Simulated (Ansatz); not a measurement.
# Ti (P6/mmm), work and stress of cleavage

These are results of DFT PBEsol, scalar-relativistic, plane waves, PAW (Ansatz), not measurements. The runs took a 420 eV cutoff, a Γ-centred 10×17×3 mesh and Gaussian smearing (0.15 eV). No spin polarisation. Energies are free energies at this smearing, counted from the undisturbed cell; pressure is positive in compression.

The starting cell (relaxed at this level; this form isn't the usual structure):

```xyz
12
Lattice="2.2576 -3.9104 0.0000 0.0000 0.0000 -2.7988 13.5459 7.8207 0.0000" Properties=species:S:1:pos:R:3 pbc="T T T"
Ti    2.8221   -0.9776    0.0000
Ti    5.0797    2.9328    0.0000
Ti    9.5950    2.9328    0.0000
Ti   11.8526    6.8431    0.0000
Ti   14.1103    5.5397   -1.3994
Ti    2.8221    1.6293   -1.3994
Ti    7.3373    1.6293   -1.3994
Ti    9.5950    5.5397   -1.3994
Ti    0.5644    0.3259   -1.3994
Ti    5.0797    0.3259   -1.3994
Ti    7.3373    4.2362   -1.3994
Ti   11.8526    4.2362   -1.3994
```

The cut lies on the cell's a–b face, a (1 0 0) plane (indices in the standard cell, whose axes needn't be the Cartesian ones shown) of area 12.64 Å², between layers 1.30 Å apart. Vector c is lengthened by d along the normal with the atoms' Cartesian places fixed: one unrelaxed cut a cell. The traction is positive where the two halves pull on each other.

```
d (Å) energy (J/m²) traction (GPa)
-0.30           0.44           -33.5
 0.00           0.00             0.0
 0.25           0.19            13.8
 0.50           0.63            20.7
 1.00           1.75            22.5
 1.50           2.79            18.5
 2.00           3.58            13.3
 3.00           4.47             5.3
 4.50           4.86             0.9
 6.00           4.92             0.1
```

**Question.** What are the work of separation and the cleavage stress, and do they fit the universal binding curve?

**Answer.** The energy levels off near W ≈ 4.92 J/m² (the traction is down to 0.1 GPa), the energy of the two unrelaxed faces, 2.46 J/m² each on average. The largest sampled traction is 22.5 GPa at d = 1.00 Å, and a parabola through it and its two neighbours peaks at σ_max ≈ 22.6 GPa, d ≈ 0.91 Å. The curve E = W[1 − (1 + d/ℓ)exp(−d/ℓ)] peaks in traction at d = ℓ with σ_max = W/(eℓ); with 1 J/m² per Å = 10 GPa this W and σ_max give ℓ = 0.80 Å. A parabola through that curve at the same three d peaks at 0.88 Å, against 0.91 Å here, a fair fit. Real crystals break at far lower stress, because cracks concentrate it, and on the plane of lowest W, which needn't be this one.

The cut is rigid; relaxing the faces lowers these energies and usually the stresses.

In a metal these slopes depend on the k mesh and the smearing.

Cost: 10 runs of about 26 core-minutes in all, on Arm Neoverse V1 (shared hosts).